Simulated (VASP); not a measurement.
A run of VASP 6.6.1 is set up as follows.

The input INCAR:

```
SYSTEM = Si2W
PREC = Accurate
ENCUT = 520
EDIFF = 1E-7
ISMEAR = 1
SIGMA = 0.1
LREAL = .False.
LASPH = .True.
NELM = 60
ALGO = Fast
ISIF = 2
LWAVE = .False.
LCHARG = .True.
GGA = CA
LVHAR = .True.
```

File KPOINTS:

```
Automatic mesh
0
Gamma
  14 14 18
  0 0 0
```

Contents of POSCAR:

```
Si2W                                    
1.0
   -1.5947300389      1.5947300389      3.8898393852
    1.5947300389     -1.5947300389      3.8898393852
    1.5947300389      1.5947300389     -3.8898393852
  W               Si            
     1     2
Direct
     0.0000000000000000    0.0000000000000000    0.0000000000000000
     0.3347136556962371    0.3347136556962371    0.0000000000000000
     0.6652863443037631    0.6652863443037631    1.0000000000000000
```

Potentials or basis: VASP PAW LDA potentials, release 64 (W_sv, Si).

Command:

```sh
$ cat potpaw_LDA.64/W_sv/POTCAR potpaw_LDA.64/Si/POTCAR > POTCAR
$ mpirun -np 1 vasp_std > vasp.out
```

(1) What does it give for the pressure?

(2) Estimate the band gap on the k mesh.

## Answers

(1) 0.0 GPa.

(2) none (metal or under the smearing width).
